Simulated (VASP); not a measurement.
# SnTe (Fm-3m) in VASP: notebook

Aim: see how the results for SnTe move with the level of theory and the settings. Levels: PBE, PBE+D3(BJ), PBEsol. Tasks: relaxation of cell and atoms.

All numbers are computed with VASP 6.6.1; they aren't measurements. Logs are shortened: lines on timing, memory, paths and dates and some standing lists are left out, and cuts for length are marked.

## 1. The crystal as given

The structure is cubic, space group Fm-3m (No. 225). Conventional cell: a = 6.372 Å, b = 6.372 Å, c = 6.372 Å, α = 90.00°, β = 90.00°, γ = 90.00°. Around Sn (site symmetry m-3m) lie 6 Te at 3.19 Å. Around Te (site symmetry m-3m) lie 6 Sn at 3.19 Å.

The cell is a database's computed one.

## 2. Relaxation of cell and atoms, PBE

INCAR

```
SYSTEM = SnTe
PREC = Accurate ; ENCUT = 600
EDIFF = 1E-7 ; ISMEAR = 0
SIGMA = 0.1 ; LREAL = .FALSE.
LASPH = .TRUE. ; NELM = 60
ALGO = Normal ; ISIF = 3
LWAVE = .FALSE. ; LCHARG = .FALSE.
GGA = PE ; IBRION = 2
NSW = 90 ; EDIFFG = -0.005
```

KPOINTS

```
regular mesh
0
G
  12 12 12
  0 0 0
```

POSCAR

```
SnTe
1.0
    0.0000000000      3.1858130700      3.1858130700
    3.1858130700      0.0000000000      3.1858130700
    3.1858130700      3.1858130700      0.0000000000
Sn Te
1 1
Direct
    0.0000000000      0.0000000000      0.0000000000
    0.5000000000      0.5000000000      0.5000000000
```

Potentials or basis: VASP PAW PBE potentials, release 64 (Sn_d, Te).

Command:

```
cat potpaw_PBE.64/Sn_d/POTCAR potpaw_PBE.64/Te/POTCAR > POTCAR
mpirun -np 1 vasp_std > vasp.out
```

OUTCAR:

```text
SYSTEM = SnTe
   PREC = Accurate
   ENCUT = 600
   EDIFF = 1E-7
   ISMEAR = 0
   LREAL = .FALSE.
   LASPH = .TRUE.
   NELM = 60
   ISIF = 3
   GGA = PE
   IBRION = 2
   NSW = 90
   EDIFFG = -0.005

 ion  position               nearest neighbor table
   1  0.000  0.000  0.000-   2 3.19   2 3.19   2 3.19   2 3.19   2 3.19   2 3.19
   2  0.500  0.500  0.500-   1 3.19   1 3.19   1 3.19   1 3.19   1 3.19   1 3.19

  LATTYP: Found a face centered cubic cell.
 ALAT       =     6.3716261400

  Lattice vectors:

 A1 = (   0.0000000000,   3.1858130700,   3.1858130700)
 A2 = (   3.1858130700,   0.0000000000,   3.1858130700)
 A3 = (   3.1858130700,   3.1858130700,   0.0000000000)

Analysis of symmetry for initial positions (statically):
=====================================================================
 Subroutine PRICEL returns:
 Original cell was already a primitive cell.

 Routine SETGRP: Setting up the symmetry group for a
 face centered cubic supercell.

 Subroutine GETGRP returns: Found 48 space group operations
 (whereof 48 operations were pure point group operations)
 out of a pool of 48 trial point group operations.

The static configuration has the point symmetry O_h .

Analysis of symmetry for dynamics (positions and initial velocities):
=====================================================================
 Subroutine PRICEL returns:
 Original cell was already a primitive cell.

 Routine SETGRP: Setting up the symmetry group for a
 face centered cubic supercell.

 Subroutine GETGRP returns: Found 48 space group operations
 (whereof 48 operations were pure point group operations)
 out of a pool of 48 trial point group operations.

The dynamic configuration has the point symmetry O_h .

 Subroutine INISYM returns: Found 48 space group operations
 (whereof 48 operations are pure point group operations),
 and found     1 'primitive' translations

----------------------------------------------------------------------------------------

                                     Primitive cell

  volume of cell :      64.6682

  direct lattice vectors                    reciprocal lattice vectors
     0.000000000  3.185813070  3.185813070    -0.156945806  0.156945806  0.156945806
     3.185813070  0.000000000  3.185813070     0.156945806 -0.156945806  0.156945806
     3.185813070  3.185813070  0.000000000     0.156945806  0.156945806 -0.156945806

  length of vectors
     4.505420051  4.505420051  4.505420051     0.271838110  0.271838110  0.271838110

  position of ions in fractional coordinates (direct lattice)
     0.000000000  0.000000000  0.000000000
     0.500000000  0.500000000  0.500000000

  ion indices of the primitive-cell ions
   primitive index   ion index
                 1           1
                 2           2

----------------------------------------------------------------------------------------

 KPOINTS: regular mesh

Automatic generation of k-mesh.
 Grid dimensions read from file:
 generate k-points for:   12   12   12

 Generating k-lattice:

  Cartesian coordinates                     Fractional coordinates (reciprocal lattice)
    -0.013078817  0.013078817  0.013078817     0.083333333  0.000000000  0.000000000
     0.013078817 -0.013078817  0.013078817     0.000000000  0.083333333  0.000000000
     0.013078817  0.013078817 -0.013078817     0.000000000  0.000000000  0.083333333

  Length of vectors
     0.022653176  0.022653176  0.022653176

  Shift w.r.t. Gamma in fractional coordinates (k-lattice)
     0.000000000  0.000000000  0.000000000

 Subroutine IBZKPT returns following result:
 ===========================================

 Found     72 irreducible k-points:

 Following reciprocal coordinates:
            Coordinates               Weight
  0.000000  0.000000  0.000000      1.000000
  0.083333  0.000000  0.000000      8.000000
  0.166667  0.000000  0.000000      8.000000
  0.250000  0.000000  0.000000      8.000000
  0.333333  0.000000  0.000000      8.000000
  0.416667  0.000000  0.000000      8.000000
[... 16 lines left out ...]
  0.500000  0.166667  0.000000     24.000000
 -0.416667  0.166667  0.000000     24.000000
 [... further k-points ...]
   k-points           NKPTS =     72   k-points in BZ     NKDIM =     72   number of bands    NBANDS=     14
   number of dos      NEDOS =    301   number of ions     NIONS =      2
   total plane-waves  NPLWV =  46656
   dimension x,y,z NGX =    36 NGY =   36 NGZ =   36
   dimension x,y,z NGXF=    72 NGYF=   72 NGZF=   72
   ions per type =               1   1
   NGX,Y,Z   is equivalent  to a cutoff of  13.28, 13.28, 13.28 a.u.
   NGXF,Y,Z  is equivalent  to a cutoff of  26.57, 26.57, 26.57 a.u.
 SYSTEM =  SnTe
   PREC   = accura    normal or accurate (medium, high low for compatibility)
   ISTART =      0    job   : 0-new  1-cont  2-samecut
   ICHARG =      2    charge: 1-file 2-atom 10-const
   ISPIN  =      1    spin polarized calculation?
   LNONCOLLINEAR =      F non collinear calculations
   LSORBIT =      F    spin-orbit coupling
   LASPH  =      T    aspherical Exc in radial PAW
   ENCUT  =  600.0 eV  44.10 Ry    6.64 a.u.   9.00  9.00  9.00*2*pi/ulx,y,z
   NELM   =     60;   NELMIN=  2; NELMDL= -5     # of ELM steps
   EDIFF  = 0.1E-06   stopping-criterion for ELM
   LREAL  =      F    real-space projection
   EDIFFG = -.5E-02   stopping-criterion for IOM
   NSW    =     90    number of steps for IOM
   IBRION =      2    ionic relax: 0-MD 1-quasi-New 2-CG
   NFREE  =      1    steps in history (QN), initial steepest desc. (CG)
   ISIF   =      3    stress and relaxation
   ISYM   =      2    0-nonsym 1-usesym 2-fastsym
   POTIM  = 0.5000    time-step for ionic-motion
   TEBEG  =    0.0;   TEEND  =   0.0 temperature during run
   PSTRESS=    0.0 pullay stress
   NELECT =      20.0000    total number of electrons
   NUPDOWN=      -1.0000    fix difference up-down
   EMIN   =  10.00;   EMAX   =-10.00  energy-range for DOS
   EFERMI =   0.00;   METHOD = LEGACY
   ISMEAR =     0;   SIGMA  =   0.10  broadening in eV -4-tet -1-fermi 0-gaus
   EFERMI_NEDOS =   21; number of points for ismear=-14 and -15
   IALGO  =     38    algorithm
   IMIX   =      4    mixing-type and parameters
     AMIX     =   0.40;   BMIX     =  1.00
     AMIX_MAG =   1.60;   BMIX_MAG =  1.00
  volume/ion in A,a.u.               =      32.33       218.20
  Fermi-wavevector in a.u.,A,eV,Ry     =   1.107103  2.092121 16.676337  1.225676
  Thomas-Fermi vector in A             =   2.243612
   LORBIT       =      0    0 simple, 1 ext, 2 COOP (PROOUT), +10 PAW based schemes
   GGA     = PE    functional components
   LHFCALC =     F    Hartree Fock is set to
   AEXX    =    0.0000 exact exchange contribution
   IVDW    =     0    specifies the selected vdW correction
   LEPSILON=     F    determine dielectric tensor
   LRPA    =     F    only Hartree local field effects (RPA)
 conjugate gradient relaxation of ions
 non-spin polarized calculation
 Gauss-broadening in eV      SIGMA  =   0.10
  energy-cutoff  :      600.00
  volume of cell :       64.67
 maximum number of plane-waves:      2180
   NGX = 17   NGY = 17   NGZ = 17

--------------------------------------- Ionic step        1  -------------------------------------------

 number of electron      20.0000002 magnetization

 Free energy of the ion-electron system (eV)
  ---------------------------------------------------
  ext. energy  EPLUGINS =         0.00000000
  ---------------------------------------------------
  free energy    TOTEN  =        -7.56292190 eV

  energy without entropy =       -7.56266060  energy(sigma->0) =       -7.56279125

------------------------ aborting loop because EDIFF is reached ----------------------------------------

  FORCE on cell =-STRESS in cart. coord.  units (eV):
  Direction    XX          YY          ZZ          XY          YZ          ZX
  --------------------------------------------------------------------------------------
  -------------------------------------------------------------------------------------
  Total        0.3009956      0.3009956      0.3009956     -0.0000000     -0.0000000      0.0000000
  in kB        7.4572693      7.4572693      7.4572693     -0.0000000     -0.0000000      0.0000000
  external PRESSURE =       7.4572693 kB  Pullay stress =       0.0000000 kB
[... 57 lines left out ...]
  energy  without entropy=       -7.5651513736  energy(sigma->0) =       -7.56527005

--------------------------------------- Ionic step        3  -------------------------------------------

 number of electron      20.0000005 magnetization

 Free energy of the ion-electron system (eV)
  ---------------------------------------------------
  ext. energy  EPLUGINS =         0.00000000
  ---------------------------------------------------
  free energy    TOTEN  =        -7.56553044 eV

  energy without entropy =       -7.56528533  energy(sigma->0) =       -7.56540788

 E-fermi :   6.3576     XC(G=0):  -9.2676

 val. band max:        6.3323647319   @ k =   0.5000   0.0000   0.0000
 cond. band min:       6.3828284868   @ k =   0.5000   0.0000   0.0000
 fundamental gap:      0.0504637549
 Fermi energy:         6.3575952122

 k-point     1 :       0.0000    0.0000    0.0000
  band No.  band energies     occupation
      1     -15.5492      2.00000
      2     -15.5492      2.00000
      3     -15.5462      2.00000
      4     -15.5462      2.00000
      5     -15.5462      2.00000
      6      -6.0998      2.00000
      7       1.4677      2.00000
      8       4.3306      2.00000
      9       4.3306      2.00000
     10       4.3306      2.00000
     11       9.5789      0.00000
     12       9.5789      0.00000
     13       9.5789      0.00000
     14      11.1800      0.00000
[... 375 lines left out ...]
 k-point    24 :      -0.4167    0.1667    0.0000
  band No.  band energies     occupation
      1     -15.5546      2.00000
      2     -15.5520      2.00000
      3     -15.5440      2.00000
      4     -15.5414      2.00000
      5     -15.5404      2.00000
      6      -4.8557      2.00000
      7      -1.5140      2.00000
      8       3.0432      2.00000
      9       4.1973      2.00000
     10       5.0220      2.00000
     11       7.4844      0.00000
     12       7.5441      0.00000
     13       9.2994      0.00000
     14      12.8639      0.00000

 [... further k-points ...]

------------------------ aborting loop because EDIFF is reached ----------------------------------------

  FORCE on cell =-STRESS in cart. coord.  units (eV):
  Direction    XX          YY          ZZ          XY          YZ          ZX
  --------------------------------------------------------------------------------------
  -------------------------------------------------------------------------------------
  Total        0.0010582      0.0010582      0.0010582      0.0000000      0.0000000      0.0000000
  in kB        0.0257621      0.0257621      0.0257621      0.0000000      0.0000000      0.0000000
  external PRESSURE =       0.0257621 kB  Pullay stress =       0.0000000 kB
[... 17 lines left out ...]
  FREE ENERGIE OF THE ION-ELECTRON SYSTEM (eV)
  ---------------------------------------------------
  free  energy   TOTEN  =        -7.5655304415 eV

  energy  without entropy=       -7.5652853276  energy(sigma->0) =       -7.56540788

 reached required accuracy - stopping structural energy minimisation
```

Wall time 56 s (1 thread of Intel Xeon 6975P-C (Granite Rapids), shared host); peak memory 0.27 GiB.

Results:

```
Free energy                            : -7.5655 eV
Relaxed volume                         : 32.91 Å³/atom
Relaxed cell                           : a = 4.532 Å, b = 4.532 Å, c = 4.532 Å, α = 60.00°, β = 60.00°, γ = 60.00°
Space group after relaxing (to 0.05 Å) : Fm-3m (No. 225)
Energy gained by relaxing              : 1.3 meV/atom
Ionic steps                            : 3
Pressure after relaxing                : 0.0 GPa
Band gap on the k mesh                 : 0.05 eV, direct
```

The path:
```tsv
step	energy change (eV)	largest force (eV/Å)	pressure (GPa)	volume (Å³)
1	0.0000	0.0000	0.75	64.67
2	-0.0025	0.0000	-0.17	66.09
3	-0.0026	0.0000	0.00	65.81
```

Final structure:
```xyz
2
Lattice="0.0000 3.2045 3.2045 3.2045 0.0000 3.2045 3.2045 3.2045 0.0000" Properties=species:S:1:pos:R:3 pbc="T T T"
Sn    0.0000    0.0000    0.0000
Te    3.2045    3.2045    3.2045
```

Caveat: spin-orbit coupling is left out, which moves the levels of the heavy elements. A k mesh can miss the band edges.

## 3. Relaxation of cell and atoms, PBE+D3(BJ)

INCAR, as its differences from that of step 2:

```diff
@@ -7,3 +7,4 @@
 LWAVE = .FALSE. ; LCHARG = .FALSE.
-GGA = PE ; IBRION = 2
-NSW = 90 ; EDIFFG = -0.005
+GGA = PE ; IVDW = 12
+IBRION = 2 ; NSW = 90
+EDIFFG = -0.005
```

KPOINTS is that of step 2.

POSCAR is that of step 2.

Potentials or basis: VASP PAW PBE potentials, release 64 (Sn_d, Te).

Command:

```
cat potpaw_PBE.64/Sn_d/POTCAR potpaw_PBE.64/Te/POTCAR > POTCAR
mpirun -np 1 vasp_std > vasp.out
```

It took 58 s on 1 thread of Intel Xeon 6975P-C (Granite Rapids), shared host; peak memory 0.28 GiB.

It converged, with:

```
Free energy                            : -8.3452 eV
Relaxed volume                         : 31.39 Å³/atom
Relaxed cell                           : a = 4.461 Å, b = 4.461 Å, c = 4.461 Å, α = 60.00°, β = 60.00°, γ = 60.00°
Space group after relaxing (to 0.05 Å) : Fm-3m (No. 225)
Energy gained by relaxing              : 3.8 meV/atom
Ionic steps                            : 3
Pressure after relaxing                : 0.0 GPa
Band gap on the k mesh                 : 0.08 eV, direct
Dispersion energy per atom             : -0.399 eV
```

The path:
```csv
step,energy change (eV),largest force (eV/Å),pressure (GPa),volume (Å³)
1,0.0000,0.0000,-1.24,64.67
2,-0.0071,0.0000,0.32,62.36
3,-0.0075,0.0000,0.01,62.78
```

Final structure:
```
CELL_PARAMETERS angstrom
0.00000 3.15455 3.15455
3.15455 0.00000 3.15455
3.15455 3.15455 0.00000
ATOMIC_POSITIONS crystal
Sn 0.00000 0.00000 0.00000
Te 0.50000 0.50000 0.50000
```

Levels at points of the mesh, in eV from the valence-band top:
| k point | band 7 | band 8 | band 9 | band 10 | band 11 | band 12 | band 13 | band 14 |
| --- | --- | --- | --- | --- | --- | --- | --- | --- |
| (0.00, 0.00, 0.00) | -4.71 | -2.15 | -2.15 | -2.15 | 3.33 | 3.33 | 3.33 | 4.74 |
| (0.50, 0.00, 0.00) | -8.33 | -1.81 | -1.81 | 0.00 | 0.08 | 0.36 | 0.36 | 7.76 |
| (0.50, 0.50, 0.00) | -6.48 | -5.57 | -3.74 | -3.74 | 2.17 | 4.90 | 4.90 | 6.35 |

Caveat: spin-orbit coupling is left out, which moves the levels of the heavy elements. A k mesh can miss the band edges.

## 4. Relaxation of cell and atoms, PBEsol

INCAR

```
SYSTEM = SnTe
PREC = Accurate ; ENCUT = 300
EDIFF = 1E-7 ; ISMEAR = 0
SIGMA = 0.1 ; LREAL = .FALSE.
LASPH = .TRUE. ; NELM = 60
ALGO = Normal ; ISIF = 3
LWAVE = .FALSE. ; LCHARG = .FALSE.
GGA = PS ; IBRION = 2
NSW = 90 ; EDIFFG = -0.005
```

KPOINTS is that of step 3.

POSCAR is that of step 3.

Command:

```
cat potpaw_PBE.64/Sn_d/POTCAR potpaw_PBE.64/Te/POTCAR > POTCAR
mpirun -np 1 vasp_std > vasp.out
```

Wall time 33 s (1 thread of Intel Xeon 6975P-C (Granite Rapids), shared host); peak memory 0.17 GiB.

It converged, with:

```
Free energy                            : -8.3414 eV
Relaxed volume                         : 30.94 Å³/atom
Relaxed cell                           : a = 4.440 Å, b = 4.440 Å, c = 4.440 Å, α = 60.00°, β = 60.00°, γ = 60.00°
Space group after relaxing (to 0.05 Å) : Fm-3m (No. 225)
Energy gained by relaxing              : 8.5 meV/atom
Ionic steps                            : 3
Pressure after relaxing                : 0.0 GPa
Band gap on the k mesh                 : 0.17 eV, direct
```

Step by step:
```tsv
step	energy change (eV)	largest force (eV/Å)	pressure (GPa)	volume (Å³)
1	0.0000	0.0000	-1.88	64.67
2	-0.0158	0.0000	0.56	61.19
3	-0.0170	0.0000	0.01	61.89
```

Final structure:
```
Sn Te
1.0
     0.00000    3.13950    3.13950
     3.13950    0.00000    3.13950
     3.13950    3.13950    0.00000
Sn Te
1 1
Direct
  0.00000 0.00000 0.00000
  0.50000 0.50000 0.50000
```

Levels at points of the mesh, in eV from the valence-band top:
```csv
k point,band 8,band 9,band 10,band 11,band 12,band 13
"(0.00, 0.00, 0.00)",-2.10,-2.10,-2.10,3.41,3.41,3.41
"(0.50, 0.00, 0.00)",-1.76,-1.76,0.00,0.17,0.39,0.39
"(0.50, 0.50, 0.00)",-5.62,-3.74,-3.74,2.11,5.02,5.02
```

Caveat: the PAW data sets were made with another functional, which shifts forces and pressure a little; spin-orbit coupling is left out, which moves the levels of the heavy elements. A k mesh can miss the band edges.

(Continued in part 2 of 2.)
